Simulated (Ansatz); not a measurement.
Al: energy along a strain

Al, Fm-3m, a = 4.048 Å (as given, not relaxed at this level: -0.4 GPa). Ansatz: PBE, PAW, 420 eV, Γ-centred 20×20×20 mesh on 1 atom, Gaussian smearing 0.15 eV; no spin polarisation. Cell vectors (Å): 0.000 2.024 2.024; 2.024 0.000 2.024; 2.024 2.024 0.000. The cell is strained by x per cent times the pattern (0 0 0 0 0 1) in the order xx yy zz yz xz xy (engineering shears), with fractional coordinates held. y is the free energy over the start, V0 = 16.582 Å³/atom. Symmetry makes y even in x. Points with a strain past 8.5 % were computed too (2) and aren't used here.

| x (%) | y (meV/atom) |
| --- | --- |
| -5.00 | 4.06 |
| 0.00 | 0.00 |
| 1.25 | 0.25 |
| 2.50 | 0.99 |
| 3.75 | 2.26 |
| 6.25 | 6.36 |
| 7.50 | ? |

Question: Fit y = c2 x² + c4 x⁴ to the other rows, get the stiffness along the pattern, and predict the missing energy.

Answer: Least squares on the rows shown. y = 0.1600 x² + 7.390×10⁻⁵ x⁴. The clamped-ion stiffness p·C·p = 2 × 1.600 eV × 160.2 / 16.582 Å³ = 31 GPa, which is C66 in these axes (C44 of the cubic crystal) (second derivative at the start, which stands under stress). At x = 7.50 the fit asked for gives 9.23 meV/atom. The run gave 9.23 meV/atom, the same to the digits shown.

The energy rises almost quadratically with shear, and the quartic term is only a small correction even at 7.50 %, so aluminium is still close to linear elastic response there. The 31 GPa stiffness is in line with the known, modest C44 of the metal. With one atom per primitive cell there is no internal displacement to relax, so the clamped-ion value is also the relaxed-ion one.

The softness fits a nearly-free-electron metal. This shear barely changes the volume, so the volume-dependent energy of the electron gas contributes little. The resistance comes mainly from the electrostatic energy of the ion lattice, partly offset by the band-structure energy as the electrons screen the ions; there are no strongly directional bonds to bend.

The correct prediction just beyond the fitted range supports a smooth energy curve, but it constrains the small quartic coefficient only loosely. The positive curvature shows resistance to this one shear and says nothing about the tetragonal shear constant, which full elastic stability also requires to be positive.
